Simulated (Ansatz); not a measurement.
A run of Ansatz 0.2.0 is set up as follows.

Contents of input.yaml:

```yaml
crystal:
  lattice:
    - [-1.51435, 1.51435, 1.51435]
    - [1.51435, -1.51435, 1.51435]
    - [1.51435, 1.51435, -1.51435]
  atoms:
    - { symbol: V, position: [0.0, 0.0, 0.0], spin: 2.0 }
kpoints:
  mp_grid: { grid: [12, 12, 12] }
  band_path:
    path:
      - [0.0, 0.0, 0.0]
      - [0.5, -0.5, 0.5]
      - [0.0, 0.0, 0.5]
      - [0.0, 0.0, 0.0]
      - [0.25, 0.25, 0.25]
      - [0.5, -0.5, 0.5]
    npoints: 8
scf:
  occupations: { method: fermi_dirac, width: 0.05 }
hamiltonian:
  xc: pbesol
  pseudopotentials:
    kind: all_electron
    lapw: { basis_error: 0.001 }
    relativity: none
magnetization:
  spin_polarized: true
output:
  forces: true
  stress: true
  eigenvalues: true
```

Potentials or basis: all-electron LAPW, non-relativistic.

Command:

```bash
$ ansatz run input.yaml --threads 2 --pin off --max-ram 6144MiB --backend cpu --events-out ev --progress --plain --runs-dir out
```

(1) What does it give for the band gap along the path?

(2) What does it give for the absolute moment?

(3) What does it give for the pressure?

(4) Predict the net moment.

## Answers

(1) none (metal or under the smearing width).

(2) 0.00 μB per cell.

(3) -11.2 GPa.

(4) 0.00 μB per cell.

Caveat: the starting moments weren't kept.
